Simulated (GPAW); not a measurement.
# Zr: relaxation of cell and atoms with SCAN

Crystal: Zr.

```
Zr
1.0
     3.23200    0.00000    0.00000
    -1.61600    2.79899    0.00000
     0.00000    0.00000    5.14700
Zr
2
Direct
  0.66667 0.33333 0.75000
  0.33333 0.66667 0.25000
```

| Item | Value |
| --- | --- |
| Program | GPAW 26.7.0 |
| Task | relaxation of cell and atoms |
| Functional | SCAN |
| Potentials or basis | GPAW PAW data sets (gpaw-data 1.2.1) |
| Cutoff | 600 eV |
| Basis | pw |
| k mesh | 7 × 7 × 4 |
| Occupations | fermi-dirac, width 0.05 eV |
| Spin | no spin polarisation |
| Maxiter | 150 |
| Optimizer | BFGS |
| Fmax | 0.05 eV/Å |
| Max steps | 40 |
| Convergence | density=1e-06 energy=1e-06 eigenstates=1e-10 |

| Quantity | Value |
| --- | --- |
| Pressure after relaxing | 0.1 GPa |
| Band gap on the k mesh | none (metal or under the smearing width) |

Stress tensor (GPa, compression positive):
```
 0.22  0.00  0.00
 0.00  0.22  0.00
 0.00  0.00 -0.22
```

Final structure:
```xyz
2
Lattice="3.2320 0.0000 0.0000 -1.6160 2.7990 0.0000 0.0000 0.0000 5.1470" Properties=species:S:1:pos:R:3 pbc="T T T"
Zr    1.6160    0.9330    3.8603
Zr    0.0000    1.8660    1.2868
```

Levels at points of the mesh, in eV from the Fermi level:
| k point | band 8 | band 9 | band 10 | band 11 | band 12 | band 13 | band 14 | band 15 | band 16 | band 17 |
| --- | --- | --- | --- | --- | --- | --- | --- | --- | --- | --- |
| (0.00, 0.00, 0.00) | -27.47 | -6.06 | -3.30 | 0.86 | 0.87 | 0.96 | 1.01 | 1.59 | 1.59 | 2.27 |
| (0.00, 0.00, 0.50) | -27.54 | -4.27 | -4.27 | -0.10 | -0.10 | 0.77 | 0.77 | 0.78 | 0.78 | 4.14 |

It took 63 s on 1 thread of Arm Neoverse V2, with other jobs on the host, peak memory 0.25 GiB.

Caveat: the relaxation stopped at its first step, so nothing moved; later steps reuse the first step's grids; the PAW data sets were made with another functional, which shifts forces and pressure a little.
